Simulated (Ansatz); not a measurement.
KBr built on the rocksalt prototype, relaxed with r2SCAN in Ansatz 0.2.0. The symmetry is Fm-3m (No. 225, cubic); a = 6.604 Å in the conventional setting, 36.01 Å³ an atom. K is surrounded by 6 Br at 3.30 Å; Br is surrounded by 6 K at 3.30 Å.

The axes x, y and z are those of this cell:
```xyz
2
Lattice="0.0000 3.3022 3.3022 3.3022 0.0000 3.3022 3.3022 3.3022 0.0000" Properties=species:S:1:pos:R:3 pbc="T T T"
K     0.0000    0.0000    0.0000
Br    3.3022    3.3022    3.3022
```

Unstrained: With PBE the gap is 4.430 eV and direct, at Γ. r2SCAN gives a direct gap of 5.071 eV at Γ. The HSE06 gap is direct at Γ: 5.596 eV. Meshes: PBE 6×6×6, r2SCAN 6×6×6, HSE06 4×4×4. Strains are changes of length per length, and xy shears are angles. After each strain the atoms were relaxed again with r2SCAN within the symmetry that the strain leaves, so tilts or polar shifts that break it weren't tested; points keep the names that they have in the unstrained zone. Calculated for a static, non-magnetic cell.

Q: Apply xy shear, engineering strain (angle) +1.79 %. How far does the gap move, against the unstrained cell?

A: PBE: the gap goes from 4.430 to 4.409 eV (-0.021 eV); with r2SCAN the top three valence levels at Γ, degenerate before, become 1+1+1 from the top over 40 meV. r2SCAN: the gap goes from 5.071 to 5.050 eV (-0.021 eV). HSE06: the gap goes from 5.596 to 5.575 eV (-0.021 eV). The r2SCAN energy rises by 0.2 meV an atom.

Q: Estimate what uniaxial +4.52 % along x, other directions held does to the gap.

A: PBE: the gap goes from 4.430 to 4.308 eV (-0.122 eV); with r2SCAN the top three valence levels at Γ, degenerate before, become 2+1 from the top over 16 meV. r2SCAN: the gap goes from 5.071 to 4.940 eV (-0.131 eV). HSE06: the gap goes from 5.596 to 5.465 eV (-0.131 eV). The r2SCAN energy rises by 6.9 meV an atom.

Q: Estimate what uniaxial +2.56 % along [111], other directions held does to the gap.

A: PBE: the gap goes from 4.430 to 4.341 eV (-0.089 eV); with r2SCAN the top three valence levels at Γ, degenerate before, become 2+1 from the top over 57 meV. r2SCAN: the gap goes from 5.071 to 4.978 eV (-0.093 eV). HSE06: the gap goes from 5.596 to 5.501 eV (-0.095 eV). The r2SCAN energy rises by 1.5 meV an atom.

The runs are scalar-relativistic, without spin-orbit coupling.

The meshes of the hybrids are coarse, so their gaps aren't converged to the digits shown.

The splittings at Γ are without spin-orbit coupling, which regroups them where it is of like size or larger.
